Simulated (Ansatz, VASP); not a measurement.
# One calculation of CuH8, two programs

```
Cu H
1.0
     4.08120    0.00000    0.00000
     0.00000    4.08120    0.00000
     0.00000    0.00000    4.56778
Cu H
1 8
Direct
  0.00000 0.00000 0.00000
  0.39799 0.00000 0.00000
  0.60201 0.00000 0.00000
  0.00000 0.39799 0.00000
  0.00000 0.60201 0.00000
  0.28548 0.50000 0.50000
  0.71452 0.50000 0.50000
  0.50000 0.28548 0.50000
  0.50000 0.71452 0.50000
```

Alike in both runs: functional PBE; k mesh 4 × 4 × 4; occupations gaussian, width 0.1 eV; no spin polarisation.

Ansatz relaxed the structure, and its values are those at the end. VASP's run is a single point on that final structure, the one shown.

|  | VASP | Ansatz |
| --- | --- | --- |
| version | VASP 6.6.1 | Ansatz 0.2.0 |
| potentials or method | VASP PAW PBE potentials, release 64 (Cu, H) | scalar-relativistic, plane waves, PAW |
| plane-wave cutoff (eV) | 520 | 420 |
| valence electrons in the cell | 19 | 27 |

Ansatz gave:

* gap on the k mesh at the Fermi level (eV): none
* pressure (GPa): -0.1
* rms of the force components (eV/Å): 0.007

Task: Which values does VASP return?

Result: gap on the k mesh at the Fermi level (eV): none; pressure (GPa): -0.2; rms of the force components (eV/Å): 0.018.

A gap of «none» marks a metal or a gap that the smearing closes. With one functional, cell and mesh, what is left measures potentials, basis and numerics. The two sets of potentials don't hold the same shells in valence.

Caveats: the k mesh is coarse (spacing up to 0.38 Å⁻¹), so the values aren't converged.
